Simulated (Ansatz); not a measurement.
Reactions of C8H18, SMILES `CCC(C)(C)C(C)C`.

Isolated molecules relaxed with PBE0-D4/def2-TZVP in Ansatz; ΔE leaves out vibrations. CCSD(T)/CBS adds triple-zeta CCSD(T) − MP2 to the extrapolated MP2 energy (def2 sets, frozen cores). This one scheme is used for every species, atoms too. DFT in def2-TZVPP. No spin–orbit coupling; open shells (•) take unrestricted orbitals. Spin–orbit coupling would lower the free atoms: a little for C. For Se outer-core shells are correlated without core-valence functions, so the limit isn't a true one: a few kJ/mol of doubt a bond, and 10 to 20 or more in all where bonds break to atoms. Scalar relativity is left out up to krypton. Each species was taken in one conformer, which may not be the lowest.

| reaction | B2PLYP (eV) | CCSD(T)/CBS(def2) (eV) |
| --- | --- | --- |
| `CCC(C)(C)C(C)C` → `CCCCC(C)CC` | -0.06 | 0.05 |
| `CCC(C)(C)C(C)C` → 8 C• + 18 H• | 106.41 | 107.55 |
| `CCC(C)(C)C(C)C` → `CCCC(CC)CC` | -0.02 | 0.08 |
| `CCC(C)(C)C(C)C` → `CCCCCCCC` | -0.06 | 0.09 |
| `CCC(C)(C)C(C)C` + `CC(=O)O` → `CCC(C)(C)OC(C)=O` + `CCC` | 0.07 | 0.21 |
| `CCC(C)(C)C(C)C` + `C[SeH]` → `CC[Se]C` + `CC(C)C(C)C` | -0.13 | -0.02 |
| `CCC(C)(C)C(C)C` + `C=C=C` → `C=C=CC` + `CCC(C)(C)CC` | -0.18 | -0.10 |
| `CCC(C)(C)C(C)C` + H₂ → `CCC(C)(C)CC` + CH₄ | -0.86 | -0.73 |
| `CCC(C)(C)C(C)C` + H₂S → `CCC(C)(C)S` + `CCC` | -0.12 | 0.00 |
| `CCC(C)(C)C(C)C` → `CC[C](C)C`• + `C[CH]C`• | 3.35 | 3.83 |

Largest T1 diagnostic: 0.015, for `CC(=O)O`.
